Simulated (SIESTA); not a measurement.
Runs of SIESTA 5.4.2 on Sn. The structure is cubic, space group Fd-3m (No. 227). The conventional cell has a = 6.467 Å, b = 6.467 Å, c = 6.467 Å, α = 90.00°, β = 90.00°, γ = 90.00°. Around Sn (site symmetry -43m) lie 4 Sn at 2.80 Å. This isn't the form of Sn at room conditions, which is tetragonal (white tin).

```tsv
task	level	potentials or basis	cell	k mesh	optimiser	force tolerance	hamiltonian tolerance	density-matrix tolerance	stress tolerance (GPa)	energy shift	gap on the mesh (eV)	pressure (GPa)	relaxed volume (Å³/atom)
band structure	PBE	PseudoDojo 0.4 standard (PBE files), SZ (energy shift 0.003 Ry)	as given	7 × 7 × 7	-	-	-	-	-	0.003 Ry	none	6.3	-
relaxation of cell and atoms	PBE	PseudoDojo 0.4 standard (PBE files), TZDP (energy shift 0.003 Ry; two zetas on semicore shells)	relaxed	7 × 7 × 7	Broyden	0.04 eV/Å	-	-	-	0.003 Ry	none	0.0	37.38
band structure	PBE	PseudoDojo 0.4 standard (PBE files), TZP (energy shift 0.01 Ry)	as given	7 × 7 × 7	-	-	-	-	-	0.01 Ry	none	(a)	-
band structure	PBE	PseudoDojo 0.4 standard (PBE files), DZP (energy shift 0.003 Ry; two zetas on semicore shells)	as given	7 × 7 × 7	-	-	-	-	-	0.003 Ry	none	4.1	-
relaxation of cell and atoms	PBEsol	PseudoDojo 0.4 standard (PBEsol files), DZP (energy shift 0.003 Ry; two zetas on semicore shells)	relaxed	5 × 5 × 5	Broyden	0.01 eV/Å	-	-	0.05	0.003 Ry	none	0.0	(b)
```

Alike in all rows: no spin polarisation; smearing fermi-dirac 0.05 eV; grid cutoff 500 Ry.

Task: Estimate the missing entries.

Result: (a) 3.4; (b) 35.41.

Caveats: the basis of atomic orbitals isn't converged, which shifts pressures, moduli and gaps; spin-orbit coupling is left out, which moves the levels of the heavy elements (some runs); the basis has no polarisation orbitals (some runs); the volume moved by +11 % from the deposited cell, more than functionals usually miss (some runs); semicore shells carry a single zeta, which can move pressures by several GPa and volumes by a few percent (some runs).

A k mesh can miss the band edges, and the runs leave out spin-orbit coupling on Sn.

A gap of «none» marks a metal or a gap under the smearing width.
